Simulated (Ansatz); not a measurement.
A plane-wave DFT run in Ansatz 0.2.0 (scalar-relativistic PAW potentials unless the input names others): input and command.

```yaml
crystal:
  lattice:
    - [-3.5062596404, 0.0, -3.5062596404]
    - [0.0, -3.5062596404, -3.5062596404]
    - [-3.5062596404, -3.5062596404, 0.0]
  atoms:
    - { symbol: Si, position: [0.0, 0.0, 0.0] }
    - { symbol: Si, position: [0.5, 0.5, 0.5] }
    - { symbol: Ni, position: [0.5, 0.0, 0.5] }
    - { symbol: Ni, position: [0.0, 0.5, 0.0] }
    - { symbol: Ni, position: [0.5, 0.0, 0.0] }
    - { symbol: Ni, position: [0.0, 0.5, 0.5] }
    - { symbol: Ni, position: [0.5, 0.5, 0.0] }
    - { symbol: Ni, position: [1.0, 1.0, 0.5] }
kpoints:
  mp_grid: { grid: [8, 8, 8] }
hamiltonian:
  xc: pbe
scf:
  occupations: { method: tetrahedron_uncorrected }
  n_extra_bands: 16
output:
  forces: true
  eigenvalues: true
  stress: true
accuracy: low
```

```bash
ansatz run input.yaml --threads 2 --pin off --max-ram 5120MiB --backend cpu --events-out ev --progress --plain --runs-dir out
```

Abridged log:
```
Basis set: ecut = 420 eV, 1687 PW (Γ), exchange–correlation on 72×72×72 points (8 copies of the dense FFT grid, shifted against one another)
Bands: 74, of which v1, the nominal top of the filled ones, is band 58 counted from 1 (57 counted from 0)
Symmetry: 96 space group operations
k-points: 29 of 512
SCF iter   1: F=—  HF=-36313.598529 eV  |F-HF|=—  |Δ(HF+E_count)|=         —  Δρ=3.85e-3  dr2=1.02e-2  ethr=1.77e-3  ⟨swp⟩=5.9  Hψ=8071  notcnv=0  defer=5
SCF iter   2: F=—  HF=-36313.596651 eV  |F-HF|=—  |Δ(HF+E_count)|=   1.88e-3  Δρ=2.64e-3  dr2=3.82e-3  ethr=8.82e-6  ⟨swp⟩=2.0  Hψ=4338  notcnv=0  defer=304
SCF iter   3: F=—  HF=-36313.596389 eV  |F-HF|=—  |Δ(HF+E_count)|=   2.62e-4  Δρ=2.07e-3  dr2=3.31e-3  ethr=3.30e-6  ⟨swp⟩=3.1  Hψ=3295  notcnv=0  defer=304
SCF iter   4: F=—  HF=-36313.595737 eV  |F-HF|=—  |Δ(HF+E_count)|=   6.52e-4  Δρ=4.06e-4  dr2=1.21e-4  ethr=2.86e-6  ⟨swp⟩=2.1  Hψ=2986  notcnv=0  defer=304
SCF iter   5: F=—  HF=-36313.595692 eV  |F-HF|=—  |Δ(HF+E_count)|=   4.51e-5  Δρ=8.49e-5  dr2=5.21e-6  ethr=1.05e-7  ⟨swp⟩=2.4  Hψ=3047  notcnv=0  defer=304
SCF iter   6: F=—  HF=-36313.595698 eV  |F-HF|=—  |Δ(HF+E_count)|=   5.74e-6  Δρ=4.83e-5  dr2=1.37e-6  ethr=4.49e-9  ⟨swp⟩=2.3  Hψ=3459  notcnv=0  defer=304
SCF iter   7: F=-36313.595697 eV  HF=-36313.595697 eV  |F-HF|=1.96e-8  |Δ(HF+E_count)|=   2.06e-7  Δρ=6.22e-6  dr2=3.15e-8  ethr=8.62e-11  ⟨swp⟩=6.0  Hψ=10039  notcnv=0
SCF 1 converged in 7 iterations: F = -36313.595697 eV  dr2 = 3.15e-8
SCF converged after 7 iterations
Free energy (F): -36313.595697 eV
Harris-Foulkes:  -36313.595697 eV  (|F-HF|=1.96e-8)
Internal energy: -36313.595420 eV  (E = F + TS)
E sigma→0 (E₀):  -36313.595697 eV
Entropy (-TS):   -0.000277 eV (-0.035 meV/atom)
Fermi energy:    17.491989 eV
--- Forces (eV/Å), atoms counted from 1 ---
  atom   1  Si     0.00000000     0.00000000     0.00000000
  atom   2  Si     0.00000000     0.00000000     0.00000000
  atom   3  Ni     0.00000000     0.00000000     0.00000000
  atom   4  Ni     0.00000000     0.00000000     0.00000000
  atom   5  Ni     0.00000000     0.00000000     0.00000000
  atom   6  Ni     0.00000000     0.00000000     0.00000000
  atom   7  Ni     0.00000000     0.00000000     0.00000000
  atom   8  Ni     0.00000000     0.00000000     0.00000000
--- Stress (GPa, compression-positive) ---
        0.009684       0.000000       0.000000
        0.000000       0.009684       0.000000
        0.000000       0.000000       0.009684
  P = ⅓ Tr σ = 0.0097 GPa (0.097 kbar)
```

Apart from outputs, the input differs from a reference run on usual settings in scf.occupations.width: 0.15 → not typed; scf.occupations.method: "gaussian" → "tetrahedron_uncorrected"; accuracy: not typed → "low"; scf.n_extra_bands: not typed → 16; basis.ecutwfc: 420 → not typed. The reference, at the same geometry, gave pressure 0.03 GPa, largest force 0.000 eV/Å, no gap on the mesh. This run converged in 7 SCF iterations (reference: 8) with an energy at zero smearing 0.65 meV/atom above the reference's, pressure 0.01 GPa, largest force 0.000 eV/Å, no gap on the mesh. Its accuracy level is looser than usual, yet energy, pressure and forces hardly moved.

It took 4.8 s on 2 threads of Arm Neoverse V2 (shared host), peak memory 0.45 GiB.